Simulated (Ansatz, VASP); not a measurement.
## One calculation of C, two programs

```xyz
8
Lattice="-2.4104 2.4104 2.4104 2.4104 -2.4104 2.4104 2.4104 2.4104 -2.4104" Properties=species:S:1:pos:R:3 pbc="T T T"
C    -0.7845    0.7845    0.7845
C     1.6259    1.6259    1.6259
C     0.7845   -0.7845    0.7845
C     0.7845    0.7845   -0.7845
C     1.6259   -1.6259    1.6259
C     0.7845    0.7845    0.7845
C    -1.6259    1.6259    1.6259
C     1.6259    1.6259   -1.6259
```

Alike in both runs: functional LDA; k mesh 8 × 8 × 8; occupations gaussian, width 0.02 eV; no spin polarisation.

Ansatz relaxed the structure, and its values are those at the end. VASP's run is a single point on that final structure, the one shown.

|  | VASP | Ansatz |
| --- | --- | --- |
| version | VASP 6.6.1 | Ansatz 0.2.0 |
| potentials or method | VASP PAW LDA potentials, release 64 (C) | scalar-relativistic, plane waves, PAW |
| plane-wave cutoff (eV) | 520 | 420 |
| valence electrons in the cell | 32 | 32 |

|  | VASP | Ansatz | Ansatz less VASP |
| --- | --- | --- | --- |
| gap on the k mesh at the Fermi level (eV) | 3.03 | 3.04 | +0.007 |
| least direct gap on the mesh (eV) | 3.82 | 3.84 | +0.021 |
| pressure (GPa) | 1.1 | 0.0 | -1.08 |
| rms of the force components (eV/Å) | 0.028 | 0.001 | -0.0279 |
